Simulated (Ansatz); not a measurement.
# InSe: the cost of one run

Method: DFT PBEsol, scalar-relativistic, in Ansatz 0.2.0.

A COD entry behind a cell of this session may itself be a prediction, so a difference from it is no test against experiment.

### Step 1. Starting point

Symmetry: R3m, No. 160, trigonal system. The conventional cell has a = 4.000 Å, b = 4.000 Å, c = 24.950 Å, α = 90.00°, β = 90.00°, γ = 120.00°. Around In (site symmetry 3m) lie 3 Se at 2.64 Å and 1 In at 2.80 Å. Se (site symmetry 3m) has 3 In at 2.64 Å as nearest neighbours.

Coordinates:

```
CELL_PARAMETERS angstrom
2.00000 1.15470 8.31667
-2.00000 1.15470 8.31667
0.00000 -2.30940 8.31667
ATOMIC_POSITIONS crystal
In 0.00000 0.00000 0.00000
In 0.11220 0.11220 0.11220
Se 0.61550 0.61550 0.61550
Se 0.83000 0.83000 0.83000
```

Atoms are numbered in the order of the input: In1, In2, Se3, Se4.

### Step 2. The deformed structure

Space group R3m before, R3m after.

### Step 3. All-electron LAPW

File input.yaml:

```yaml
crystal:
  lattice:
    - [1.9399996608, 1.1200593264, 8.31667]
    - [-1.9399996608, 1.1200593264, 8.31667]
    - [0.0, -2.2401186528, 8.31667]
  atoms:
    - { symbol: In, position: [0.0, 0.0, 0.0] }
    - { symbol: In, position: [0.1122, 0.1122, 0.1122] }
    - { symbol: Se, position: [0.6155, 0.6155, 0.6155] }
    - { symbol: Se, position: [0.83, 0.83, 0.83] }
kpoints:
  mp_grid: { grid: [7, 7, 7] }
  band_path:
    path:
      - [0.0, 0.0, 0.0]
      - [-0.5, -0.5, -0.5]
      - [-0.5, -0.1787584917, -0.8212415083]
      - [-0.1787584917, 0.1787584917, -0.5]
      - [0.0, 0.0, -0.5]
      - [0.0, 0.0, 0.0]
      - [0.0, 0.3393792459, -0.3393792459]
      - [-0.3393792459, 0.0, -0.6606207541]
      - [-0.5, 0.0, -0.5]
    npoints: 5
scf:
  occupations: { method: fermi_dirac, width: 0.01 }
hamiltonian:
  xc: pbesol
  pseudopotentials: { kind: all_electron, lapw: { basis_error: 0.001 } }
output:
  forces: true
  stress: true
  eigenvalues: true
```

Started as:

```sh
ansatz run input.yaml --threads 1 --pin off --max-ram 6144MiB --backend cpu --events-out ev --progress --plain --runs-dir out
```

Q: Estimate wall time and peak memory on 1 thread of Arm Neoverse V2, shared host.

About 2.2 min, with a peak of 0.59 GiB.
